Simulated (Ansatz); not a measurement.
# MnO under changes of volume

One of the cells (14.337 Å³/atom); the others are scaled copies at fixed shape and fractional positions:

```xyz
2
Lattice="2.9713 -1.7170 0.0000 2.9713 1.7170 0.0000 -1.9846 0.0000 2.8103" Properties=species:S:1:pos:R:3 pbc="T T T"
Mn    1.9788    0.0000    1.4070
O     3.9609    0.0000    0.7007
```

The cell comes from a database or a generator and needn't be the stable form of this composition.

* Program: Ansatz 0.2.0
* Functional: PBEsol
* Potentials or basis: Ansatz PAW
* Cutoff: 420 eV (not typed: the program's choice for these potentials)
* k mesh: 9 × 9 × 9
* Occupations: fermi-dirac, width 0.05 eV
* Spin: collinear spin, ferromagnetic start
* Starting moments: [4.0, 0.0] μB

```tsv
volume (Å³/atom)	energy over the lowest point (meV/atom)	pressure (GPa)	moment (μB per cell)	largest force (eV/Å)
13.477	0.00	-2.4	4.96	0.003
13.764	5.56	-4.4	4.99	0.002
14.050	15.07	-6.5	5.00	0.001
14.337	?	?	?	?
14.624	44.93	-10.1	5.00	0.002
14.911	64.35	-11.6	5.00	0.003
15.197	86.34	-13.0	5.00	0.004
```

What does the run at 14.337 Å³/atom give?

Energy over the lowest point 28.35 meV/atom; pressure -8.4 GPa; moment 5.00 μB per cell; largest force 0.001 eV/Å.

Worked out: A Birch-Murnaghan fit of order 3 (a polynomial in V^(-2/3)) to the other rows has its minimum at 13.28 Å³/atom, just outside them, with B0 = V·E''(V) = 128 GPa and B' = 4.3 at fixed shape and positions, which overstates the stiffness. It gives 28.37 meV/atom at 14.337 Å³/atom, against the run's 28.35, and -dE/dV = -8.4 GPa, against -8.4. A parabola through the other rows of the moment, of slope 0.0174 μB per Å³/atom there, gives 5.00 μB, against the run's 5.00.

Energies are extrapolated to zero smearing.

Caveats: a cell with one magnetic atom can't hold antiferromagnetic order, which such compounds often take; the PAW data sets come from PBE, with cores solved anew for the run's functional, which leaves a small shift of forces and pressure.
